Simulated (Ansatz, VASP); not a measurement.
# Rh in VASP and in Ansatz

```xyz
1
Lattice="0.0000 1.8759 1.8759 1.8759 0.0000 1.8759 1.8759 1.8759 0.0000" Properties=species:S:1:pos:R:3 pbc="T T T"
Rh    0.0000    0.0000    0.0000
```

Alike in both runs: task single point; functional PBE; k mesh 18 × 18 × 18; occupations gaussian, width 0.1 eV; no spin polarisation.

|  | VASP | Ansatz |
| --- | --- | --- |
| version | VASP 6.6.1 | Ansatz 0.2.0 |
| potentials or method | VASP PAW PBE potentials, release 64 (Rh_pv) | scalar-relativistic, plane waves, PAW |
| plane-wave cutoff (eV) | 520 | 420 |
| valence electrons in the cell | 15 | 17 |

```csv
,VASP,Ansatz,Ansatz less VASP
gap on the k mesh at the Fermi level (eV),none,none,-
pressure (GPa),18.7,18.7,-0.05
```

A gap of «none» marks a metal or a gap that the smearing closes. The two sets of potentials don't hold the same shells in valence.

Caveats: so large a pressure means that the cell lies far from this level's equilibrium, or that cutoff or potentials fall short (VASP).
